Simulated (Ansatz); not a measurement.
# Te2Mo (P6_3/mmc) in Ansatz: settings compared

The runs below take Te2Mo through band structure, single point, equation of state, with r2SCAN+U, PBE.

Program: Ansatz 0.2.0. These are calculated values, not measurements. Logs are shortened: lines on timing, memory, paths and dates and some standing lists are left out, and cuts for length are marked.

**Experimental background.**

From “Broadband infrared study of pressure-tunable Fano resonance and metallization transition in 2H-MoTe2”, 2022, pmc:9569381, for a bulk crystal of Te2Mo at 300 K: band gap 0.88 ± 0.05 eV (indirect).

How close the calculation comes is told below.

**1. The structure**

It takes space group P6_3/mmc (No. 194, hexagonal). The conventional cell has a = 3.518 Å, b = 3.518 Å, c = 13.974 Å, α = 90.00°, β = 90.00°, γ = 120.00°. Te (site symmetry 3m) has 3 Mo at 2.72 Å as nearest neighbours. Around Mo (site symmetry -6m2) lie 6 Te at 2.72 Å.

**2. Band structure, r2SCAN+U**

input.yaml reads:

```yaml
crystal:
  lattice:
    - [3.5182, 0.0, 0.0]
    - [-1.7591, 3.0468505756, 0.0]
    - [0.0, 0.0, 13.9736]
  atoms:
    - { symbol: Te, position: [0.6666666667, 0.3333333333, 0.379] }
    - { symbol: Te, position: [0.3333333333, 0.6666666667, 0.879] }
    - { symbol: Te, position: [0.6666666667, 0.3333333333, 0.121] }
    - { symbol: Te, position: [0.3333333333, 0.6666666667, 0.621] }
    - { symbol: Mo, position: [0.6666666667, 0.3333333333, 0.75] }
    - { symbol: Mo, position: [0.3333333333, 0.6666666667, 0.25] }
hamiltonian:
  xc: r2scan
  pseudopotentials: { kind: paw }
  hubbard: { sites: [{ species: Mo, l: d, u_eff: 7.0 }] }
kpoints:
  mp_grid: { grid: [9, 9, 2] }
  band_path:
    path:
      - [[0.0, 0.0, 0.0], [0.5, 0.0, 0.0], [0.3333333333, 0.3333333333, 0.0], [0.0, 0.0, 0.0], [0.0, 0.0, 0.5], [0.5, 0.0, 0.5], [0.3333333333, 0.3333333333, 0.5], [0.0, 0.0, 0.5]]
      - [[0.5, 0.0, 0.5], [0.5, 0.0, 0.0]]
      - [[0.3333333333, 0.3333333333, 0.0], [0.3333333333, 0.3333333333, 0.5]]
    npoints: 14
scf:
  occupations: { method: fermi_dirac, width: 0.05 }
  n_extra_bands: 15
output:
  forces: true
  stress: true
  eigenvalues: true
  fatbands: false
  write_density: true
  write_potential: true
  elf: true
  volumetric_format: npy
```

Potentials or basis: Ansatz PAW.

The run is started by

```sh
ansatz run input.yaml --threads 2 --pin off --max-ram 5120MiB --backend cpu --events-out ev --progress --plain --runs-dir out
```

The program printed:

```text
Warning: RAYON_NUM_THREADS=2 ignored (pool sized by the plan → 2); use --threads N
Te: projections on atomic orbitals take those of the free atom [Kr] 4d10 5s2 5p4, of charge +0.00 (hamiltonian.pseudopotentials.projection_atoms); the dataset's partial waves leave at most 7.8e-6 of an orbital's norm unspanned inside its sphere
Mo: projections on atomic orbitals take those of the free atom [Ar 3d10] 4s2 4p6 4d5 5s1, of charge +0.00 (hamiltonian.pseudopotentials.projection_atoms); the dataset's partial waves leave at most 6.0e-6 of an orbital's norm unspanned inside its sphere
scf.n_extra_bands = 15 over 46 filled bands (N_el = 92.0): the run solves 61 bands
Engine: ansatz 0.2.0, aarch64-unknown-linux-gnu
Pseudopotentials: kind: paw
Pseudopotential: Te, paw, valence charge 16, recommended cutoff 500 eV (meta_gga), Te.paw.azcp
Pseudopotential: Mo, paw, valence charge 14, recommended cutoff 500 eV (meta_gga), Mo.paw.azcp
Functional definition: r2SCAN
  parameter k0 = 0.174
  parameter k1 = 0.065
  parameter a1 = 4.9479
  exchange = r2scan_x(k0 = k0, k1 = k1, a1 = a1)
  correlation = r2scan_c
Crystal: 6 atoms, lattice volume = 149.789 Å³
Basis set: ecut = 500 eV, 3795 PW (Γ), exchange–correlation on 108×108×432 points (64 copies of the dense FFT grid, shifted against one another)
Bands: 61, of which v1, the nominal top of the filled ones, is band 46 counted from 1 (45 counted from 0)
Symmetry: 24 space group operations
Space group: P63/mmc (ITA 194), of the structure as read, at distance tolerance 5.3e-5 Å
k-points: 24 of 162
Non-local potential: Te, projectors of the file, l = 0: 2, l = 1: 2, l = 2: 2, l = 3: 2
Non-local potential: Mo, projectors of the file, l = 0: 3, l = 1: 2, l = 2: 2, l = 3: 1
PAW form: soft (Blöchl's): semilocal exchange-correlation on the pseudo side does not see the compensation charge
PAW frozen core: Te, regenerated for the run's functional (the file was generated under x = pbe(κ = 0.804, μ = 0.2195149727645171), c = pbe(β = 0.06672455060314922))
PAW frozen core: Mo, regenerated for the run's functional (the file was generated under x = pbe(κ = 0.804, μ = 0.2195149727645171), c = pbe(β = 0.06672455060314922))
PAW one-centre angular grid: Te, 590 points (default); XC on 160 Gauss nodes
PAW one-centre angular grid: Mo, 590 points (default); XC on 160 Gauss nodes
Initial density: superposition of atomic densities (chi_scale 0.1, normalization cell, long waves of neutral atoms under a Hubbard term (reshape's long-wave potential 0.01 eV rms, cloud 2.92 Å wide))
[... 51 lines left out ...]
E sigma→0 (E₀):  -37899.098010 eV
Entropy (-TS):   -0.000963 eV (-0.160 meV/atom)
Fermi energy:    12.416957 eV
--- Per-component energies (eV) ---
  E_band       = -1217.669093
  E_kinetic    = 1610.840431
  E_local      = -7398.742621  (includes V_loc(G=0)·N_el)
  E_nonlocal   = -951.857176
  E_hartree    = 4144.478118
  E_xc         = -820.235581
  E_vxc        = -961.934210  (∫ρ·V_xc dr)
  E_hubbard    = 15.347179  (on-site DFT+U / exact-exchange correction)
  E_vhub       = -7.247256  (the Hubbard potential's part of the band-sum identity)
  E_paw        = -25183.003123  (= ΣΔE_a)
  E_vpaw       = -1858.582145  (= ΣTr[D̂ρ^β])
  E_aug_tail   = -0.000154  (compensation charges beyond the density's cutoff)
  E_vtau       = 60.897897  (kinetic-family band-sum trace: ∫τ·v_τ [+ j·A + Jᵃ·Aᵃ] dr)
  E_ewald      = -9316.621616
  E_core_change = 0.697015  (= ΣΔE_core)
  E_smearing   = -0.000963  (= −TS)
  E_closure    = 0.000000  (closes the sum)
  Σ components = -37899.098491   (vs F -37899.098491, Δ=0.00e0)
--- Forces (eV/Å), atoms counted from 1 ---
  atom   1  Te    -0.00000000    -0.00000000    -0.27372162
  atom   2  Te     0.00000000     0.00000000    -0.27372162
  atom   3  Te     0.00000000    -0.00000000     0.27372162
  atom   4  Te     0.00000000     0.00000000     0.27372162
  atom   5  Mo    -0.00000000     0.00000000     0.00000000
  atom   6  Mo    -0.00000000    -0.00000000     0.00000000
  max |Σ_I F_I| component: 1.16e-17 eV/Å
--- Stress (GPa, compression-positive) ---
        7.810747       0.000000       0.000000
        0.000000       7.810747       0.000000
        0.000000       0.000000       0.314519
  P = ⅓ Tr σ = 5.3120 GPa (53.120 kbar)
--- Band table (eV; the first three rows and the last of 24) ---
  k-point 0: bands = ["-50.2733", "-50.2727", "-25.1645", "-25.1645", "-25.1641", "-25.1641", "-25.1438", "-25.1438", "-25.1436", "-25.1436", "-25.0892", "-25.0892", "-25.0875", "-25.0875", "-25.0744", "-25.0744", "-25.0728", "-25.0728", "-25.0619", "-25.0604", "-25.0488", "-25.0471", "-23.8180", "-23.8180", "-23.8180", "-23.8180", "-23.1801", "-23.1801", "-1.1818", "-0.8457", "-0.2217", "0.3091", "5.6250", "6.4766", "9.1812", "9.7177", "10.8000", "10.8000", "10.8211", "10.8211", "11.2287", "11.3235", "11.3235", "11.3619", "11.3619", "12.0016", "15.4417", "15.4417", "15.5768", "15.5768", "15.7979", "15.7979", "16.0571", "16.0571", "18.7417", "19.1468", "19.9896", "20.8170", "21.4688", "21.7767", "21.7767"]
[... 3 lines left out ...]
Occupation matrices written to <dir>
```

bands.tsv:

```text
[... 151 lines left out ...]
```

rho_z.tsv:

```text
# z_ang	rho[e/angstrom^3]
# format = ansatz-planar-average/11
# lattice	3.518200000	0.000000000	0.000000000
# lattice	-1.759100000	3.046850576	0.000000000
# lattice	0.000000000	0.000000000	13.973600000
# sites	6
# site	52	1.759100000	1.015616859	5.295994400
# site	52	0.000000000	2.031233717	12.282794400
# site	52	1.759100000	1.015616859	1.690805600
# site	52	0.000000000	2.031233717	8.677605600
# site	42	1.759100000	1.015616859	10.480200000
# site	42	0.000000000	2.031233717	3.493400000
0.000000	5.298367e-2
0.129385	5.618291e-2
0.258770	6.593627e-2
0.388156	8.295766e-2
0.517541	1.081265e-1
0.646926	1.426166e-1
[... 100 lines left out ...]
13.714830	6.593627e-2
13.844215	5.618291e-2
```

Run time: 2.5 min. Hardware: 2 threads of Arm Neoverse V1, shared host; peak memory 1.8 GiB.

Results:

```
Free energy             : -37899.0985 eV
Pressure                : 5.3 GPa
Largest force           : 0.274 eV/Å
Band gap on the k mesh  : 0.32 eV, indirect (least direct gap 0.83 eV)
Band gap along the path : 0.29 eV, indirect (least direct gap 0.83 eV)
```

Forces on the atoms (eV/Å):
```
Te   0.000  0.000 -0.274
Te   0.000  0.000 -0.274
Te   0.000  0.000  0.274
Te   0.000  0.000  0.274
Mo   0.000  0.000  0.000
Mo   0.000  0.000  0.000
```

Levels at the corners of the path, in eV from the valence-band top:
| point | band 44 | band 45 | band 46 | band 47 | band 48 | band 49 |
| --- | --- | --- | --- | --- | --- | --- |
| Γ | -0.90 | -0.90 | -0.26 | 3.18 | 3.18 | 3.31 |
| M | -1.58 | -0.52 | -0.21 | 1.12 | 1.60 | 1.92 |
| K | -1.81 | -0.54 | -0.54 | 0.29 | 0.51 | 1.46 |
| Γ | -0.90 | -0.90 | -0.26 | 3.18 | 3.18 | 3.31 |
| A | -0.92 | -0.69 | -0.69 | 3.22 | 3.22 | 3.22 |
| L | -1.70 | -0.36 | -0.36 | 1.40 | 1.40 | 1.94 |
| H | -2.03 | -0.52 | -0.52 | 0.37 | 0.37 | 1.94 |
| A | -0.92 | -0.69 | -0.69 | 3.22 | 3.22 | 3.22 |
| L | -1.70 | -0.36 | -0.36 | 1.40 | 1.40 | 1.94 |
| M | -1.58 | -0.52 | -0.21 | 1.12 | 1.60 | 1.92 |
| K | -1.81 | -0.54 | -0.54 | 0.29 | 0.51 | 1.46 |
| H | -2.03 | -0.52 | -0.52 | 0.37 | 0.37 | 1.94 |

Eigenvalues of the final occupation matrices:
| site | spin | trace | eigenvalues |
| --- | --- | --- | --- |
| site 1 | 1 | 2.71 | 0.39 0.39 0.53 0.53 0.86 |
| site 2 | 1 | 2.71 | 0.39 0.39 0.53 0.53 0.86 |

Caveat: spin-orbit coupling is left out, which moves the levels of the heavy elements; the PAW data sets come from PBE, with cores solved anew for the run's functional, which leaves a small shift of forces and pressure; the U is typed as a test and isn't derived for this compound.

**3. Single point, PBE, 23.47 Å³/atom (volume scaled by 0.94)**

input.yaml reads:

```yaml
crystal:
  lattice:
    - [3.4463798477, 0.0, 0.0]
    - [-1.7231899238, 2.9846524992, 0.0]
    - [0.0, 0.0, 13.6883444487]
  atoms:
    - { symbol: Te, position: [0.6666666667, 0.3333333333, 0.379] }
    - { symbol: Te, position: [0.3333333333, 0.6666666667, 0.879] }
    - { symbol: Te, position: [0.6666666667, 0.3333333333, 0.121] }
    - { symbol: Te, position: [0.3333333333, 0.6666666667, 0.621] }
    - { symbol: Mo, position: [0.6666666667, 0.3333333333, 0.75] }
    - { symbol: Mo, position: [0.3333333333, 0.6666666667, 0.25] }
hamiltonian:
  xc: pbe
  pseudopotentials: { kind: paw, partial_waves: polarizable }
kpoints:
  mp_grid: { grid: [9, 9, 2] }
scf:
  occupations: { method: fermi_dirac, width: 0.05 }
output:
  forces: true
  stress: true
  eigenvalues: true
```

Potentials or basis: Ansatz PAW polarizable.

The run is started by

```sh
ansatz run input.yaml --threads 2 --pin off --max-ram 5120MiB --backend cpu --events-out ev --progress --plain --runs-dir out
```

It took 4.6 s on 2 threads of Arm Neoverse V1, shared host; peak memory 0.54 GiB.

The run converged. Its results:

* Free energy: -37833.0301 eV
* Pressure: 10.5 GPa
* Largest force: 1.120 eV/Å
* Band gap on the k mesh: 0.74 eV, indirect (least direct gap 1.13 eV)

Caveat: odd divisions of the mesh miss points on the zone boundary, where band edges often lie, so the gap on the mesh can be too wide; spin-orbit coupling is left out, which moves the levels of the heavy elements; this functional lacks dispersion, which binds the layers, so the pressure and a relaxed spacing across them are unreliable; forces of over 1 eV/Å show positions far from the minimum, so gaps and moduli don't describe the material at rest.

**4. Single point, PBE, 23.97 Å³/atom (volume scaled by 0.96)**

Changes to input.yaml since step 3:

```diff
@@ -2,5 +2,5 @@
   lattice:
-    - [3.4463798477, 0.0, 0.0]
-    - [-1.7231899238, 2.9846524992, 0.0]
-    - [0.0, 0.0, 13.6883444487]
+    - [3.470650928, 0.0, 0.0]
+    - [-1.735325464, 3.0056718713, 0.0]
+    - [0.0, 0.0, 13.7847444167]
   atoms:
```

The run is started by

```sh
ansatz run input.yaml --threads 2 --pin off --max-ram 5120MiB --backend cpu --events-out ev --progress --plain --runs-dir out
```

Wall time 5 s (2 threads of Arm Neoverse V1, shared host); peak memory 0.54 GiB.

It converged, with:

| Quantity | Value |
| --- | --- |
| Free energy | -37833.1994 eV |
| Pressure | 7.7 GPa |
| Largest force | 0.779 eV/Å |
| Band gap on the k mesh | 0.76 eV, indirect (least direct gap 1.10 eV) |

Caveat: odd divisions of the mesh miss points on the zone boundary, where band edges often lie, so the gap on the mesh can be too wide; spin-orbit coupling is left out, which moves the levels of the heavy elements; this functional lacks dispersion, which binds the layers, so the pressure and a relaxed spacing across them are unreliable.

**5. Single point, PBE, 24.47 Å³/atom (volume scaled by 0.98)**

Changes to input.yaml since step 4:

```diff
@@ -2,5 +2,5 @@
   lattice:
-    - [3.470650928, 0.0, 0.0]
-    - [-1.735325464, 3.0056718713, 0.0]
-    - [0.0, 0.0, 13.7847444167]
+    - [3.494587208, 0.0, 0.0]
+    - [-1.747293604, 3.0264012979, 0.0]
+    - [0.0, 0.0, 13.8798146239]
   atoms:
```

The run is started by

```sh
ansatz run input.yaml --threads 2 --pin off --max-ram 5120MiB --backend cpu --events-out ev --progress --plain --runs-dir out
```

It took 5.2 s on 2 threads of Arm Neoverse V1, shared host; peak memory 0.54 GiB.

It converged, with:

```
Free energy            : -37833.3192 eV
Pressure               : 5.2 GPa
Largest force          : 0.465 eV/Å
Band gap on the k mesh : 0.77 eV, indirect (least direct gap 1.07 eV)
```

Caveat: odd divisions of the mesh miss points on the zone boundary, where band edges often lie, so the gap on the mesh can be too wide; spin-orbit coupling is left out, which moves the levels of the heavy elements; this functional lacks dispersion, which binds the layers, so the pressure and a relaxed spacing across them are unreliable.

**6. Single point, PBE, 24.96 Å³/atom**

Changes to input.yaml since step 5:

```diff
@@ -2,5 +2,5 @@
   lattice:
-    - [3.494587208, 0.0, 0.0]
-    - [-1.747293604, 3.0264012979, 0.0]
-    - [0.0, 0.0, 13.8798146239]
+    - [3.5182, 0.0, 0.0]
+    - [-1.7591, 3.0468505756, 0.0]
+    - [0.0, 0.0, 13.9736]
   atoms:
```

Potentials or basis: Ansatz PAW polarizable.

The run is started by

```sh
ansatz run input.yaml --threads 2 --pin off --max-ram 5120MiB --backend cpu --events-out ev --progress --plain --runs-dir out
```

Run time: 5.2 s. Hardware: 2 threads of Arm Neoverse V1, shared host; peak memory 0.55 GiB.

Results (log left out):

```yaml
Free_energy: -37833.3947 eV
Pressure: 2.9 GPa
Largest_force: 0.175 eV/Å
Band_gap_on_the_k_mesh: 0.78 eV, indirect (least direct gap 1.04 eV)
```

Caveat: odd divisions of the mesh miss points on the zone boundary, where band edges often lie, so the gap on the mesh can be too wide; spin-orbit coupling is left out, which moves the levels of the heavy elements; this functional lacks dispersion, which binds the layers, so the pressure and a relaxed spacing across them are unreliable.

**7. Single point, PBE, 25.46 Å³/atom (volume scaled by 1.02)**

Changes to input.yaml since step 6:

```diff
@@ -2,5 +2,5 @@
   lattice:
-    - [3.5182, 0.0, 0.0]
-    - [-1.7591, 3.0468505756, 0.0]
-    - [0.0, 0.0, 13.9736]
+    - [3.5415000168, 0.0, 0.0]
+    - [-1.7707500084, 3.067028982, 0.0]
+    - [0.0, 0.0, 14.0661430943]
   atoms:
```

The run is started by

```sh
ansatz run input.yaml --threads 2 --pin off --max-ram 5120MiB --backend cpu --events-out ev --progress --plain --runs-dir out
```

Wall time 5.3 s (2 threads of Arm Neoverse V1, shared host); peak memory 0.55 GiB.

Results (log left out):

| Quantity | Value |
| --- | --- |
| Free energy | -37833.4302 eV |
| Pressure | 0.9 GPa |
| Largest force | 0.093 eV/Å |
| Band gap on the k mesh | 0.79 eV, indirect (least direct gap 1.01 eV) |

Caveat: odd divisions of the mesh miss points on the zone boundary, where band edges often lie, so the gap on the mesh can be too wide; spin-orbit coupling is left out, which moves the levels of the heavy elements; this functional lacks dispersion, which binds the layers, so the pressure and a relaxed spacing across them are unreliable.

**8. Single point, PBE, 25.96 Å³/atom (volume scaled by 1.04)**

Changes to input.yaml since step 7:

```diff
@@ -2,5 +2,5 @@
   lattice:
-    - [3.5415000168, 0.0, 0.0]
-    - [-1.7707500084, 3.067028982, 0.0]
-    - [0.0, 0.0, 14.0661430943]
+    - [3.5644974145, 0.0, 0.0]
+    - [-1.7822487073, 3.0869453127, 0.0]
+    - [0.0, 0.0, 14.1574842452]
   atoms:
```

The run is started by

```sh
ansatz run input.yaml --threads 2 --pin off --max-ram 5120MiB --backend cpu --events-out ev --progress --plain --runs-dir out
```

Run time: 5.3 s. Hardware: 2 threads of Arm Neoverse V1, shared host; peak memory 0.56 GiB.

It converged, with:

| Item | Value |
| --- | --- |
| Free energy | -37833.4301 eV |
| Pressure | -0.9 GPa |
| Largest force | 0.341 eV/Å |
| Band gap on the k mesh | 0.80 eV, indirect (least direct gap 0.99 eV) |

Caveat: odd divisions of the mesh miss points on the zone boundary, where band edges often lie, so the gap on the mesh can be too wide; spin-orbit coupling is left out, which moves the levels of the heavy elements; this functional lacks dispersion, which binds the layers, so the pressure and a relaxed spacing across them are unreliable.

**9. Single point, PBE, 26.46 Å³/atom (volume scaled by 1.06)**

Changes to input.yaml since step 8:

```diff
@@ -2,5 +2,5 @@
   lattice:
-    - [3.5644974145, 0.0, 0.0]
-    - [-1.7822487073, 3.0869453127, 0.0]
-    - [0.0, 0.0, 14.1574842452]
+    - [3.5872018318, 0.0, 0.0]
+    - [-1.7936009159, 3.1066079149, 0.0]
+    - [0.0, 0.0, 14.2476617354]
   atoms:
```

Potentials or basis: Ansatz PAW polarizable.

The run is started by

```sh
ansatz run input.yaml --threads 2 --pin off --max-ram 5120MiB --backend cpu --events-out ev --progress --plain --runs-dir out
```

Wall time 5.4 s (2 threads of Arm Neoverse V1, shared host); peak memory 0.56 GiB.

Results (log left out):

* Free energy: -37833.3978 eV
* Pressure: -2.5 GPa
* Largest force: 0.569 eV/Å
* Band gap on the k mesh: 0.81 eV, indirect (least direct gap 0.96 eV)

Caveat: odd divisions of the mesh miss points on the zone boundary, where band edges often lie, so the gap on the mesh can be too wide; spin-orbit coupling is left out, which moves the levels of the heavy elements; this functional lacks dispersion, which binds the layers, so the pressure and a relaxed spacing across them are unreliable.

**10. Equation of state, PBE**

Potentials or basis: Ansatz PAW polarizable.

This step only gathers the single runs of the series.

Results:

```
Equilibrium volume                        : 25.71 Å³/atom
Bulk modulus at fixed shape and positions : 93 GPa
Pressure derivative of the bulk modulus   : 4.5
```

Energy against volume, from the lowest point:
```tsv
volume (Å³/atom)	energy (meV/atom)
23.467	66.69
23.966	38.47
24.466	18.50
24.965	5.93
25.464	0.00
25.963	0.03
26.463	5.41
```

Caveat: the cell was scaled at fixed shape and fractional positions, which overstates the stiffness of a crystal with free parameters, most of all of layers and chains; this functional lacks dispersion, which binds the layers, so the pressure and a relaxed spacing across them are unreliable. The run has no spin-orbit coupling, so splittings on Te are missing.

**11. Comparison with measurements**

Step 2. Measured gap of Te2Mo: 0.88 eV (indirect; 300 K; quoted in “Broadband infrared study of pressure-tunable Fano resonance and metallization transition in 2H-MoTe2”, 2022, pmc:9569381). This calculation gives 0.29 eV (-0.59 eV). Spin-orbit coupling on Mo, Te is left out. The value is that of r2SCAN+U, without temperature or zero-point motion.
